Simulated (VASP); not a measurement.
A run of VASP 6.6.1:

File POSCAR:

```
ZrN                                     
1.0
    0.0000000000      2.2769435765      2.2769435765
    2.2769435765      0.0000000000      2.2769435765
    2.2769435765      2.2769435765      0.0000000000
  Zr              N             
     1     1
Direct
     0.5000000000000000    0.5000000000000000    0.5000000000000000
     0.0000000000000000    0.0000000000000000    0.0000000000000000
```

Contents of INCAR.step1:

```
ALGO = Normal
EDIFF = 1E-6
ENCUT = 520
GGA = PE
ISIF = 2
ISMEAR = 1
KPAR = 4
LASPH = True
LCHARG = True
LMAXMIX = 4
LREAL = False
LWAVE = False
NELM = 80
PREC = Accurate
SIGMA = 0.1
```

The input KPOINTS.step1:

```
k-points
0
Gamma
  14 14 14
```

The input INCAR.step2:

```
ALGO = Normal
EDIFF = 1E-6
ENCUT = 520
GGA = PE
ICHARG = 11
ISIF = 2
ISMEAR = -5
KPAR = 4
LASPH = True
LCHARG = False
LMAXMIX = 4
LORBIT = 10
LREAL = False
LWAVE = False
NEDOS = 1001
NELM = 80
PREC = Accurate
SIGMA = 0.1
```

Contents of KPOINTS.step2:

```
k-points
0
Gamma
  21 21 21
```

Potentials or basis: VASP PAW PBE potentials, release 64 (Zr_sv, N).

The run is started by

```console
$ cat potpaw_PBE.64/Zr_sv/POTCAR potpaw_PBE.64/N/POTCAR > POTCAR
$ cp INCAR.step1 INCAR
$ cp KPOINTS.step1 KPOINTS
$ mpirun -np 4 vasp_std > vasp.out
$ cp INCAR.step2 INCAR
$ cp KPOINTS.step2 KPOINTS
$ mpirun -np 4 vasp_std > vasp.out
```

Hardware: 4 MPI ranks on Intel(R) Xeon(R) Platinum 8375C CPU @ 2.90GHz (Ice Lake), with other jobs on the host.

Estimate the wall time of this run.

Run time: 11 s on 4 MPI ranks on Intel(R) Xeon(R) Platinum 8375C CPU @ 2.90GHz (Ice Lake) (shared host), peak memory 0.19 GiB a rank. Counts: scf iterations 7, k points 286.
